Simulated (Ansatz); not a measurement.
Crystal: Te2Mo.

```
Te Mo
1.0
     6.33000    0.00000    0.00000
     0.00000    3.46900    0.00000
    -0.94679    0.00000   13.82762
Te Mo
8 4
Direct
  0.94370 0.75000 0.60450
  0.05630 0.25000 0.39550
  0.90300 0.25000 0.85140
  0.09700 0.75000 0.14860
  0.41120 0.75000 0.89550
  0.58880 0.25000 0.10450
  0.44320 0.25000 0.64840
  0.55680 0.75000 0.35160
  0.81670 0.75000 0.99260
  0.18330 0.25000 0.00740
  0.68190 0.25000 0.49340
  0.31810 0.75000 0.50660
```

| Property | Result |
| --- | --- |
| Program | Ansatz 0.2.0 |
| Task | relaxation of cell and atoms |
| Functional | RPBE |
| Dispersion | D4 |
| Potentials or basis | Ansatz PAW |
| Cutoff | 420 eV (not typed: the program's choice for these potentials) |
| k mesh | 4 × 8 × 2 |
| Occupations | fermi-dirac, width 0.05 eV |
| Spin | no spin polarisation |

At the start: volume 25.30 Å³/atom.

How do energy, volume and symmetry change on relaxing?

It ends after 6 steps and the volume is 23.68 Å³/atom (-6.4 %); space group P2_1/m (No. 11, to 0.05 Å).

The path:
| step | energy change (eV) | largest force (eV/Å) | volume (Å³) |
| --- | --- | --- | --- |
| 1 | 0.0000 | 0.2037 | 303.64 |
| 2 | -0.1476 | 0.0527 | 291.98 |
| 3 | -0.2024 | 0.1127 | 286.95 |
| 4 | -0.2107 | 0.0329 | 284.30 |
| 5 | -0.2109 | 0.0073 | 284.13 |
| 6 | -0.2069 | 0.0073 | 284.13 |

Final structure:
```
Te Mo
1.0
     6.30264    0.00000   -0.00937
     0.00000    3.45870    0.00000
    -0.96316    0.00000   13.03558
Te Mo
8 4
Direct
  0.94744 0.75000 0.60892
  0.05256 0.25000 0.39108
  0.90284 0.25000 0.84183
  0.09716 0.75000 0.15817
  0.41050 0.75000 0.89162
  0.58950 0.25000 0.10838
  0.44297 0.25000 0.65747
  0.55703 0.75000 0.34253
  0.81695 0.75000 0.99190
  0.18305 0.25000 0.00810
  0.68062 0.25000 0.49389
  0.31938 0.75000 0.50611
```

Caveat: the plane-wave basis is chosen anew once the cell has moved, so the energies of steps on either side of that aren't comparable; the PAW data sets come from PBE, with cores solved anew for the run's functional, which leaves a small shift of forces and pressure.
